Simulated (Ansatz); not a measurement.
SrF₂:
```
SrF2
1.0
    0.00000     2.89518     2.89518
    2.89518     0.00000     2.89518
    2.89518     2.89518     0.00000
Sr F
1 2
Direct
  0.00000   0.00000   0.00000
  0.25000   0.25000   0.25000
  0.75000   0.75000   0.75000
```

Relaxed with r²SCAN. Special points in fractions of this cell's reciprocal vectors: Γ (0.000, 0.000, 0.000); X (0.500, 0.000, 0.500); U (0.625, 0.250, 0.625); K (0.375, 0.375, 0.750); L (0.500, 0.500, 0.500); W (0.500, 0.250, 0.750).

Task: List the band energies nearest the valence-band maximum at these points for plane-wave PAW r²SCAN with spin–orbit coupling (Ansatz code).

Result: In eV from the valence-band maximum; about four levels below and three above (degenerate sets whole), none deeper than 8.9 eV; points with the same levels are listed once.

```json
[
 {"k": "Γ", "below": "-0.07 -0.07 -0.07 -0.07", "above": "7.60 7.60 10.95 10.95 10.95 10.95"},
 {"k": "X", "below": "-0.25 -0.25 0.00 0.00", "above": "8.73 8.73 11.18 11.18"},
 {"k": "U", "below": "-0.23 -0.23 -0.07 -0.07", "above": "9.01 9.01 11.40 11.40"},
 {"k": "L", "below": "-0.47 -0.47 -0.40 -0.40", "above": "10.71 10.71 11.00 11.00"},
 {"k": "W", "below": "-0.20 -0.20 -0.07 -0.07", "above": "9.05 9.05 11.62 11.62"}
]
```

Space group Fm-3m (fluorite). Symmetry was held in the r²SCAN relaxation; phonons on a q-mesh show no instability.

Potentials: the later of the program's two PAW sets.
